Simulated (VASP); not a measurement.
**A VASP 6.6.1 single-point calculation on SrCl2**

INCAR

```
LCHARG = .FALSE.
GGA = PE
ISIF = 2
ISMEAR = -1
NSW = 0
LASPH = .TRUE.
LREAL = .FALSE.
NBANDS = 36
PREC = Accurate
IBRION = -1
EDIFF = 1E-7
LWAVE = .FALSE.
ENCUT = 520
NELM = 89
SIGMA = 0.02
```

KPOINTS

```
KPOINTS created by Atomic Simulation Environment
0
Gamma
6 6 6
0 0 0
```

POSCAR

```
Sr Cl
 1.0000000000000000
     0.0000000000000000    3.4452523140000002    3.5239509709000001
     3.4452523140000002    0.0000000000000000    3.5239509709000001
     3.4452523140000002    3.4452523140000002    0.0000000000000000
 Sr  Cl
   1   2
Cartesian
  0.0000000000000000  0.0000000000000000  0.0000000000000000
  1.7226261570000001  1.7226261570000001  1.7619754854500000
  5.1678784709999999  5.1678784709999999  5.2859264563500012
```

The recommended PBE PAW datasets give the neutral cell 24 valence electrons.

Command

```
mpirun -np 1 vasp_std
```

Task: Predict the outcome of this run.

Result: It converged. Results: gap between bands v and c on the k mesh 5.33 eV; least direct gap on the k mesh 5.45 eV; pressure 1.7 GPa. Band v is the last that the valence electrons fill when counted band by band, and c is the next.

OSZICAR

```
N       E                     dE             d eps       ncg     rms          rms(c)
DAV:   1     0.120528931367E+03    0.12053E+03   -0.10370E+04  2160   0.596E+02
DAV:   2    -0.579693097682E+01   -0.12633E+03   -0.12051E+03  2680   0.149E+02
DAV:   3    -0.128568619663E+02   -0.70599E+01   -0.69919E+01  2960   0.301E+01
DAV:   4    -0.130380247133E+02   -0.18116E+00   -0.18095E+00  3124   0.418E+00
DAV:   5    -0.130393488877E+02   -0.13242E-02   -0.13241E-02  2784   0.347E-01    0.134E+01
DAV:   6    -0.127499624042E+02    0.28939E+00   -0.30199E-01  2572   0.226E+00    0.846E+00
DAV:   7    -0.127594129482E+02   -0.94505E-02   -0.23048E-01  2868   0.194E+00    0.209E+00
DAV:   8    -0.127645829362E+02   -0.51700E-02   -0.28121E-02  2512   0.639E-01    0.352E-01
DAV:   9    -0.127655125604E+02   -0.92962E-03   -0.11937E-03  2560   0.136E-01    0.137E-01
DAV:  10    -0.127666357005E+02   -0.11231E-02   -0.59168E-04  2372   0.852E-02    0.337E-02
DAV:  11    -0.127667264307E+02   -0.90730E-04   -0.44889E-05  2664   0.250E-02    0.350E-02
DAV:  12    -0.127667416550E+02   -0.15224E-04   -0.90231E-06  2348   0.109E-02    0.635E-03
DAV:  13    -0.127667434609E+02   -0.18060E-05   -0.15154E-06  2608   0.445E-03    0.198E-03
DAV:  14    -0.127667435753E+02   -0.11441E-06   -0.13918E-07  2372   0.136E-03    0.191E-03
DAV:  15    -0.127667435773E+02   -0.19697E-08   -0.21377E-08  2336   0.539E-04
   1 F= -.12766744E+02 E0= -.12766744E+02  d E =-.236170E-10
```

Standard output (part)

```
POSCAR found type information on POSCAR SrCl
 POSCAR found :  2 types and       3 ions
 LDA part: xc-table for (Slater+PW92), standard interpolation
 POSCAR, INCAR and KPOINTS ok, starting setup
 WAVECAR not read
 entering main loop
```

For comparison, a separate PBE run of the intended cell, on usual settings and not on those above, gives a gap of 5.33 eV on its mesh and a pressure of 1.7 GPa.
